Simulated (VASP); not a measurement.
## V: single point with PBE+D4+U

V:

```
V
1.0
     3.02870    0.00000    0.00000
     0.00000    3.02870    0.00000
     0.00000    0.00000    3.02870
V
2
Direct
  0.00000 0.00000 0.00000
  0.50000 0.50000 0.50000
```

```
Program                : VASP 6.6.1
Task                   : single point
Functional             : PBE
Dispersion             : D4
Potentials or basis    : VASP PAW PBE potentials, release 64 (V_sv_GW)
Cutoff                 : 550 eV
k mesh                 : 9 × 9 × 9
Occupations            : fermi-dirac, width 0.1 eV
Spin                   : collinear spin, random start
Starting moments       : [0.06, 2.04] μB
Fixed moment           : 2 μB
Hubbard terms          : V d U = 5.3 eV
Further INCAR settings : ALGO = Normal; EDIFF = 1e-07
```

```json
{
  "Pressure": "14.9 GPa",
  "Net moment": "2.00 μB per cell",
  "Site moments": "V -0.64, +1.99 μB",
  "Valence electrons inside the program's atomic spheres": "V 10.61, 10.70",
  "Dispersion energy per atom": "-0.318 eV"
}
```

Eigenvalues of the final occupation matrices:
```
    site  spin  trace               eigenvalues
site 1 d     1   0.90  0.11 0.11 0.23 0.23 0.23
site 1 d     2   1.58  0.27 0.27 0.27 0.38 0.38
site 2 d     1   2.25  0.21 0.21 0.61 0.61 0.61
site 2 d     2   0.31  0.06 0.06 0.06 0.07 0.07
```

Run time: 3.1 min on 1 thread of Intel(R) Xeon(R) Platinum 8488C (Sapphire Rapids) (shared host), peak memory 0.17 GiB.

Caveat: the total moment is fixed, so each spin has its own Fermi level; the U is typed as a test and isn't derived for this compound. The state reached can hang on the start; a lower one may exist.
